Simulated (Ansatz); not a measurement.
Crystal: SiS2.

```
CELL_PARAMETERS angstrom
-2.78200 4.77250 2.77600
2.78200 -4.77250 2.77600
2.78200 4.77250 -2.77600
ATOMIC_POSITIONS crystal
S 0.38180 0.70880 0.09060
S 0.61820 0.29120 0.90940
S 0.88180 0.79120 0.67300
S 0.11820 0.20880 0.32700
Si 0.25000 0.25000 0.00000
Si 0.75000 0.75000 0.00000
```

Base run:

| Property | Result |
| --- | --- |
| Program | Ansatz 0.2.0 |
| Functional | PBE |
| Potentials or basis | Ansatz PAW |
| Cutoff | 420 eV |
| Density cutoff | 1680 eV |
| k mesh | 7 × 7 × 7 |
| Occupations | fermi-dirac, width 0.05 eV |
| Spin | no spin polarisation |

Its results: band gap on the k mesh 2.78 eV, indirect (least direct gap 3.15 eV); pressure 2.4 GPa; largest force 0.284 eV/Å.

The run is repeated on the same cell with these changes: functional from PBE to PBEsol. What comes out?

Band gap on the k mesh 2.69 eV, indirect (least direct gap 3.08 eV); pressure 0.7 GPa; largest force 0.181 eV/Å.

PBEsol binds more tightly than PBE, so the same cell stands under less pressure.

Caveats: the PAW data sets come from PBE, with cores solved anew for the run's functional, which leaves a small shift of forces and pressure (some runs).

Not every run made on this cell is shown here.
